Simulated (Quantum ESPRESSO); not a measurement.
Write the native input for Quantum ESPRESSO 7.5 that does the following.

* Task: band structure
* Functional: rev-vdW-DF2
* Potentials or basis: PseudoDojo 0.4.1 SR PBE standard
* Cutoff: 1143 eV
* Density cutoff: 4572 eV
* k mesh: 8 × 8 × 8
* Occupations: fermi-dirac, width 0.05 eV
* Spin: no spin polarisation
* Mixing beta: 0.5
* Most SCF iterations: 120
* SCF threshold: 6e-10 Ry

The system is PbF2 (Fluorocronite).

```
Pb F
1.0
     0.00000    2.96366    2.96366
     2.96366    0.00000    2.96366
     2.96366    2.96366    0.00000
Pb F
1 2
Direct
  0.00000 0.00000 0.00000
  0.75000 0.75000 0.75000
  0.25000 0.25000 0.25000
```

These files were run (other wordings do the same):

pw.in

```
&CONTROL
  calculation = 'scf'
  prefix = 'pwscf'
  outdir = './tmp'
  pseudo_dir = './pseudo'
  tprnfor = .true.
  tstress = .true.
  disk_io = 'low'
/
&SYSTEM
  ibrav = 0
  A = 4.19124817
  nat = 3
  ntyp = 2
  ecutwfc = 84
  nbnd = 21
  input_dft = 'vdw-df2-b86r'
  occupations = 'smearing'
  smearing = 'fd'
  degauss = 0.00367493
/
&ELECTRONS
  conv_thr = 6d-10
  electron_maxstep = 120
  mixing_beta = 0.5
/
ATOMIC_SPECIES
Pb   207.2000 Pb.upf
F     18.9984 F.upf
CELL_PARAMETERS alat
   0.0000000000    0.7071067806    0.7071067806
   0.7071067806    0.0000000000    0.7071067806
   0.7071067806    0.7071067806    0.0000000000
ATOMIC_POSITIONS alat
Pb     0.0000000000    0.0000000000    0.0000000000
F      1.0606601708    1.0606601708    1.0606601708
F      0.3535533903    0.3535533903    0.3535533903
K_POINTS automatic
8 8 8 0 0 0
```

pp_density.in

```
&INPUTPP
  prefix = 'pwscf'
  outdir = './tmp'
  filplot = 'density.dat'
  plot_num = 0
/
&PLOT
  nfile = 1
  filepp(1) = 'density.dat'
  iflag = 3
  output_format = 6
  fileout = 'density.cube'
/
```

pp_potential.in

```
&INPUTPP
  prefix = 'pwscf'
  outdir = './tmp'
  filplot = 'potential.dat'
  plot_num = 11
/
&PLOT
  nfile = 1
  filepp(1) = 'potential.dat'
  iflag = 3
  output_format = 6
  fileout = 'potential.cube'
/
```

pp_elf.in

```
&INPUTPP
  prefix = 'pwscf'
  outdir = './tmp'
  filplot = 'elf.dat'
  plot_num = 8
/
&PLOT
  nfile = 1
  filepp(1) = 'elf.dat'
  iflag = 3
  output_format = 6
  fileout = 'elf.cube'
/
```

bands.in

```
&CONTROL
  calculation = 'bands'
  prefix = 'pwscf'
  outdir = './tmp'
  pseudo_dir = './pseudo'
  disk_io = 'low'
  verbosity = 'high'
/
&SYSTEM
  ibrav = 0
  A = 4.19124817
  nat = 3
  ntyp = 2
  ecutwfc = 84
  nbnd = 21
  input_dft = 'vdw-df2-b86r'
  occupations = 'smearing'
  smearing = 'fd'
  degauss = 0.00367493
/
&ELECTRONS
  conv_thr = 1d-08
  electron_maxstep = 120
  mixing_beta = 0.5
  diago_full_acc = .true.
/
ATOMIC_SPECIES
Pb   207.2000 Pb.upf
F     18.9984 F.upf
CELL_PARAMETERS alat
   0.0000000000    0.7071067806    0.7071067806
   0.7071067806    0.0000000000    0.7071067806
   0.7071067806    0.7071067806    0.0000000000
ATOMIC_POSITIONS alat
Pb     0.0000000000    0.0000000000    0.0000000000
F      1.0606601708    1.0606601708    1.0606601708
F      0.3535533903    0.3535533903    0.3535533903
K_POINTS crystal
60
 0.0000000000  0.0000000000  0.0000000000 1
 0.0625000000  0.0000000000  0.0625000000 1
 0.1250000000  0.0000000000  0.1250000000 1
 0.1875000000  0.0000000000  0.1875000000 1
 0.2500000000  0.0000000000  0.2500000000 1
 0.3125000000  0.0000000000  0.3125000000 1
 0.3750000000  0.0000000000  0.3750000000 1
 0.4375000000  0.0000000000  0.4375000000 1
 0.5000000000  0.0000000000  0.5000000000 1
 0.5000000000  0.0625000000  0.5625000000 1
 0.5000000000  0.1250000000  0.6250000000 1
 0.5000000000  0.1875000000  0.6875000000 1
 0.5000000000  0.2500000000  0.7500000000 1
 0.4375000000  0.3125000000  0.7500000000 1
 0.3750000000  0.3750000000  0.7500000000 1
 0.3375000000  0.3375000000  0.6750000000 1
 0.3000000000  0.3000000000  0.6000000000 1
 0.2625000000  0.2625000000  0.5250000000 1
 0.2250000000  0.2250000000  0.4500000000 1
 0.1875000000  0.1875000000  0.3750000000 1
 0.1500000000  0.1500000000  0.3000000000 1
 0.1125000000  0.1125000000  0.2250000000 1
 0.0750000000  0.0750000000  0.1500000000 1
 0.0375000000  0.0375000000  0.0750000000 1
 0.0000000000  0.0000000000  0.0000000000 1
 0.0625000000  0.0625000000  0.0625000000 1
 0.1250000000  0.1250000000  0.1250000000 1
 0.1875000000  0.1875000000  0.1875000000 1
 0.2500000000  0.2500000000  0.2500000000 1
 0.3125000000  0.3125000000  0.3125000000 1
 0.3750000000  0.3750000000  0.3750000000 1
 0.4375000000  0.4375000000  0.4375000000 1
 0.5000000000  0.5000000000  0.5000000000 1
 0.5250000000  0.4500000000  0.5250000000 1
 0.5500000000  0.4000000000  0.5500000000 1
 0.5750000000  0.3500000000  0.5750000000 1
 0.6000000000  0.3000000000  0.6000000000 1
 0.6250000000  0.2500000000  0.6250000000 1
 0.5833333333  0.2500000000  0.6666666667 1
 0.5416666667  0.2500000000  0.7083333333 1
 0.5000000000  0.2500000000  0.7500000000 1
 0.5000000000  0.2857142857  0.7142857143 1
 0.5000000000  0.3214285714  0.6785714286 1
 0.5000000000  0.3571428571  0.6428571429 1
 0.5000000000  0.3928571429  0.6071428571 1
 0.5000000000  0.4285714286  0.5714285714 1
 0.5000000000  0.4642857143  0.5357142857 1
 0.5000000000  0.5000000000  0.5000000000 1
 0.4821428571  0.4821428571  0.5357142857 1
 0.4642857143  0.4642857143  0.5714285714 1
 0.4464285714  0.4464285714  0.6071428571 1
 0.4285714286  0.4285714286  0.6428571429 1
 0.4107142857  0.4107142857  0.6785714286 1
 0.3928571429  0.3928571429  0.7142857143 1
 0.3750000000  0.3750000000  0.7500000000 1
 0.6250000000  0.2500000000  0.6250000000 1
 0.5937500000  0.1875000000  0.5937500000 1
 0.5625000000  0.1250000000  0.5625000000 1
 0.5312500000  0.0625000000  0.5312500000 1
 0.5000000000  0.0000000000  0.5000000000 1
```

Potentials or basis: PseudoDojo 0.4.1 SR PBE standard.

The run is started by

```sh
$ OMP_NUM_THREADS=1 pw.x -in pw.in > pw.out
$ OMP_NUM_THREADS=1 pp.x -in pp_density.in > pp_density.out
$ OMP_NUM_THREADS=1 pp.x -in pp_potential.in > pp_potential.out
$ OMP_NUM_THREADS=1 pp.x -in pp_elf.in > pp_elf.out
$ OMP_NUM_THREADS=1 pw.x -in bands.in > bands.out
```

Results of the run:

```
Pressure                : 1.0 GPa
Band gap on the k mesh  : 4.39 eV, indirect (least direct gap 4.55 eV)
Band gap along the path : 4.39 eV, indirect (least direct gap 4.55 eV)
```

Caveat: the potentials were made for another functional, which shifts forces and pressure; spin-orbit coupling is left out, which as a rule narrows the gap of such compounds by several tenths of an eV.

It took 13 min on 1 thread of Arm Neoverse N1 (shared host), peak memory 0.18 GiB.
